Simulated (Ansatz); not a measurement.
**Ionic part of the dielectric constant of BN at 50 GPa, mode by mode**

Method: DFT PBE+D3(BJ), scalar-relativistic, plane waves, PAW (Ansatz 0.2.0). Cutoff 420 eV, 12×12×12 k-points (Γ-centred), fixed occupations. No spin polarisation. Phonons by linear response, acoustic sum rule imposed.

Symmetry: F-43m, No. 216, cubic system. The conventional cell has a = 3.479 Å, b = 3.479 Å, c = 3.479 Å, α = 90.00°, β = 90.00°, γ = 90.00°. Around B (site symmetry -43m) lie 4 N at 1.51 Å. N (site symmetry -43m) has 4 B at 1.51 Å as nearest neighbours.

Other phases may be more stable at this pressure.

The primitive cell has V = 10.53 Å³ and ε∞,xx = 4.507. Each polar mode adds Δε = (4.92064×10⁷/V)·S/ν² along x, with S its oscillator strength in e²/amu, ν in cm⁻¹ and V in Å³.

Task: From these modes, find each Δε and ε0,xx.
```
ν (cm⁻¹) S_xx (e²/amu)
  1191.3         0.5646
```

Result:
```
ν (cm⁻¹)    Δε
  1191.3  1.86
```

The sum is 1.859, so ε0,xx = 6.37; the run's tensor has 6.37.

Task: Where do the longitudinal modes lie for a wave vector along x?

Result: At 1416 cm⁻¹. The Lyddane–Sachs–Teller product Π(ν_LO/ν_TO)² = 1.41 matches ε0/ε∞ = 1.41.

Cost: 1 run of about 0.9 core-minutes, on Intel Xeon Processor @ 2.50GHz (Skylake/Cascade Lake) (shared hosts).

The lattice adds 1.86 to an electronic constant of 4.507, so even in this clearly polar crystal most of the static screening comes from the electrons. All of the ionic part comes from the one triply degenerate optical mode of the zinc-blende structure, in which the B and N sublattices move against each other. Its high frequency reflects both light atoms and stiff, short sp³ bonds, but only the stiffness limits the static response: the reduced mass enters the oscillator strength and the squared frequency alike and cancels, leaving the squared Born charge over the force constant.

The same charge transfer raises the longitudinal mode from 1191.3 to 1416 cm⁻¹, through the macroscopic field that accompanies longitudinal motion and is screened by the electrons. The Lyddane–Sachs–Teller agreement shows that the calculation is internally consistent, but it is no independent test of the dielectric constants, since both sides rest on the same charges and electronic screening. With a single volume, the effect of compression on the ionic part remains open.
